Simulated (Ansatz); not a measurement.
Relaxing Os in the sc type

First guess:

```yaml
crystal:
  lattice:
    - [2.64436, 0.00000, 0.00000]
    - [0.00000, 2.64436, 0.00000]
    - [0.00000, 0.00000, 2.64436]
  atoms:
    - { symbol: Os, position: [0.00000, 0.00000, 0.00000] }
```

Computed with DFT, PBE, PAW with Ansatz's default frozen-core files, scalar-relativistic (Ansatz 0.2.0).

Cell and atoms relax within the symmetry of the start on a 15×15×15 k mesh with 0.05 eV Fermi–Dirac smearing.

The start is built from a prototype, known or not as a phase of this compound; the cutoff is 420 eV.

No spin–orbit coupling, which matters for the heavy atoms here.

Question: What is the pressure of the first guess?

Answer: -21.5 GPa.

Question: What does it relax to?

Answer: a = 2.557 Å, b = 2.557 Å, c = 2.557 Å, α = 90.00°, β = 90.00°, γ = 90.00° (conventional cell), 16.73 Å³ per atom:
```
CELL_PARAMETERS angstrom
2.55741 0.00000 0.00000
0.00000 2.55741 0.00000
0.00000 0.00000 2.55741
ATOMIC_POSITIONS crystal
Os 0.00000 0.00000 0.00000
```

Question: How much energy does the relaxation release?

Answer: 130 meV/atom.
